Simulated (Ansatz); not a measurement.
Every step of a relaxation of Mn (hcp type)

DFT, PBE, PAW with Ansatz's default frozen-core files, scalar-relativistic (Ansatz 0.2.0); a Γ-centred 20×20×11 k mesh, Fermi–Dirac smearing of 0.08 eV, spin-polarised from start moments Mn1 3, Mn2 3 μB. The run relaxes cell and atoms at a target pressure of 0 GPa.

Command: `ansatz run input.yaml --threads 2 --pin off --max-ram 7168MiB --backend cpu --events-out ev --progress --plain --runs-dir out` It took 23 s on 2 threads of Intel(R) Xeon(R) 6975P-C (Granite Rapids), with other jobs on the host, peak memory 0.62 GiB.

PAW: frozen-core files, cutoff 420 eV; forces are relaxed below 0.005 eV/Å.

Each step lists its free energy a cell above the last geometry, the pressure, the cell vectors (Å), and Cartesian positions (Å) with forces (eV/Å).

The first step:

```
step 1  dF = 16.70 meV  P = -7.86 GPa
  cell 2.5059 0.0000 0.0000  -1.2530 2.1702 0.0000  0.0000 0.0000 4.0596
  Mn 0.0000 1.4468 1.0149   0.0000 0.0000 0.0000
  Mn 1.2530 0.7234 3.0447   0.0000 0.0000 0.0000
```

Antiferromagnetic order, which Cr and Mn prefer near zero pressure, wasn't tried. The start moments died away, and the runs ended non-magnetic.

Q: Where does the relaxation end, and by which steps?

A: After 4 geometries, with conventional a, b, c = 2.483, 2.483, 4.013 Å, at 10.713 Å³/atom (-2.96 % against the start) in space group P6_3/mmc, with a shortest distance of 2.466 Å and a cell moment of 0.00 μB. The further steps:
```
step 2  dF = 1.62 meV  P = -2.49 GPa
  cell 2.4892 0.0000 0.0000  -1.2446 2.1557 0.0000  0.0000 0.0000 4.0291
  Mn 0.0000 1.4372 1.0073   0.0000 0.0000 0.0000
  Mn 1.2446 0.7186 3.0219   0.0000 0.0000 0.0000
step 3  dF = 0.00 meV  P = 0.14 GPa
  cell 2.4823 0.0000 0.0000  -1.2412 2.1498 0.0000  0.0000 0.0000 4.0130
  Mn 0.0000 1.4332 1.0033   0.0000 0.0000 0.0000
  Mn 1.2412 0.7166 3.0098   0.0000 0.0000 0.0000
step 4  dF = 0.00 meV  P = 0.00 GPa
  cell 2.4829 0.0000 0.0000  -1.2414 2.1502 0.0000  0.0000 0.0000 4.0132
  Mn 0.0000 1.4335 1.0033   0.0000 0.0000 0.0000
  Mn 1.2414 0.7167 3.0099   0.0000 0.0000 0.0000
step 5  dF = 0.18 meV  P = 0.01 GPa  (same geometry on a basis chosen anew; earlier energies don't compare to the last digit)
  cell 2.4829 0.0000 0.0000  -1.2414 2.1502 0.0000  0.0000 0.0000 4.0132
  Mn 0.0000 1.4335 1.0033   0.0000 0.0000 0.0000
  Mn 1.2414 0.7167 3.0099   0.0000 0.0000 0.0000
```
